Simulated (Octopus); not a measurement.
## CdS (Hawleyite) under changes of volume

One of the cells (24.808 Å³/atom); the others are scaled copies at fixed shape and fractional positions:

```
CELL_PARAMETERS angstrom
0.00000 2.91650 2.91650
2.91650 0.00000 2.91650
2.91650 2.91650 0.00000
ATOMIC_POSITIONS crystal
Cd 0.00000 0.00000 0.00000
S 0.75000 0.75000 0.75000
```

| Item | Value |
| --- | --- |
| Program | Octopus 16.4 |
| Functional | PBEsol |
| Potentials or basis | pseudodojo_pbesol (PseudoDojo 0.4, PBEsol) |
| Grid spacing | 0.118 Å |
| k mesh | 8 × 8 × 8 |
| Occupations | fermi-dirac, width 0.05 eV |
| Spin | no spin polarisation |

```csv
volume (Å³/atom),energy over the lowest point (meV/atom),gap on the mesh (eV)
23.319,16.88,1.13
23.815,5.18,1.08
24.312,0.00,1.04
24.808,?,?
25.304,6.22,0.96
25.800,16.13,0.92
26.296,28.96,0.88
```

Q: What does the run at 24.808 Å³/atom give?

A: Energy over the lowest point 0.12 meV/atom; gap on the mesh 1.00 eV.

Worked out: A Birch-Murnaghan fit of order 3 (a polynomial in V^(-2/3)) to the other rows has its minimum at 24.49 Å³/atom with B0 = V·E''(V) = 86 GPa and B' = 7.3. It gives 0.76 meV/atom at 24.808 Å³/atom, against the run's 0.12. A straight line through the other rows of the gap, of slope -2.05 eV per unit of ln V (its deformation potential), gives 1.00 eV, against the run's 1.00.

Energies are extrapolated to zero smearing.

Spin-orbit coupling on Cd is left out.
